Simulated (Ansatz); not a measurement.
Start of a relaxation of SiC3:

```cif
data_structure
_symmetry_space_group_name_H-M 'P4/mmm'
_symmetry_Int_Tables_number 123
_cell_length_a 2.6667
_cell_length_b 2.6667
_cell_length_c 7.5426
_cell_angle_alpha 90.000
_cell_angle_beta 90.000
_cell_angle_gamma 90.000
_cell_volume 53.64
loop_
_atom_site_label
_atom_site_type_symbol
_atom_site_symmetry_multiplicity
_atom_site_Wyckoff_symbol
_atom_site_fract_x
_atom_site_fract_y
_atom_site_fract_z
_atom_site_occupancy
Si1 Si 1 d 0.50000 0.50000 0.50000 1
C1 C 2 g 0.00000 0.00000 0.75000 1
C2 C 1 c 0.50000 0.50000 0.00000 1
```

Computed with DFT PBE, scalar-relativistic, plane waves, PAW (Ansatz). Cutoff 420 eV, Gaussian smearing, Γ-centred meshes. Cell and atoms relax first on a coarse mesh and then on a converged one. In between, the cell is made exact in the group found at 0.06 Å. The steps can't lower the symmetry of their start. No spin polarisation in the relaxation; trial moments died out in a coarse test.

A guess keeps its type if space group and coordination stay and the shape of the cell changes little (axis ratios within about 15 %, angles within 6°); the volume may change.

Question: Does this structure survive the relaxation?

Answer: It doesn't keep its type. The symmetry stays P4/mmm (No. 123). The volume per atom grows by 79.3 %, from 13.4 to 24.0 Å³. The shortest distance goes from 2.67 Å (Si–C, C–C and Si–Si) to 1.30 Å (C–C). The ratio c/a of the conventional cell changes by a factor of 0.19. Counting neighbours within 15 % of an atom's shortest distance, the start has C 12, Si 12 and the end C 1/2, Si 2. In detail, at the end Si has 2 C at 1.53 Å; C on a site of symmetry 4mm is surrounded by 1 C at 1.30 Å; around C on a site of symmetry 4/mmm lie 2 Si at 1.53 Å.

```
CELL_PARAMETERS angstrom
5.61000 0.00000 0.00000
0.00000 5.61000 0.00000
0.00000 0.00000 3.05623
ATOMIC_POSITIONS crystal
Si 0.50000 0.50000 0.50000
C 0.00000 0.00000 0.71345
C 0.50000 0.50000 0.00000
C 0.00000 0.00000 0.28655
```

The last run used a 6×6×10 mesh (in the run's order of axes) for its 4-atom cell and Gaussian smearing of 0.02 eV. No dispersion correction is applied, so the spacing and binding between layers, chains or molecules are poorly described. Symmetry constrained the relaxation, so the result can be a saddle point. Another cell of SiC3 relaxed alike, in P-4m2, lies 1.70 eV/atom lower, so this cell isn't the stable form at this level.

In counts of neighbours, a slash parts the counts of unlike sites.
